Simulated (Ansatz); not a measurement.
Si2Mo in Ansatz: the effect of target pressure

Crystal: Si2Mo.

```
Mo Si
1.0
    -1.60000    1.60000    3.93050
     1.60000   -1.60000    3.93050
     1.60000    1.60000   -3.93050
Mo Si
1 2
Direct
  0.00000 0.00000 0.00000
  0.66700 0.66700 0.00000
  0.33300 0.33300 0.00000
```

Alike in all runs:

- Program: Ansatz 0.2.0
- Task: relaxation of cell and atoms
- Functional: PBE
- Potentials or basis: Ansatz PAW
- Cutoff: 420 eV (not typed: the program's choice for these potentials)
- k mesh: 12 × 12 × 12
- Occupations: fermi-dirac, width 0.05 eV
- Spin: no spin polarisation

Each run relaxes the cell or the atoms first.

```tsv
target pressure	relaxed volume (Å³/atom)
0 GPa	13.58
2 GPa	13.45
5 GPa	13.27
10 GPa	12.99
20 GPa	12.51
30 GPa	?
```

What does the run with target pressure 30 GPa give?

Relaxed volume 12.11 Å³/atom.

Worked out: In Murnaghan's law V^(-B') rises as a straight line in P. The other rows fit best with B' = 3.9, V0 = 13.58 Å³/atom and B0 = 207 GPa, which gives 12.10 Å³/atom at 30 GPa, against the run's 12.11.

Caveats: the plane-wave basis is chosen anew once the cell has moved, so the energies of steps on either side of that aren't comparable.
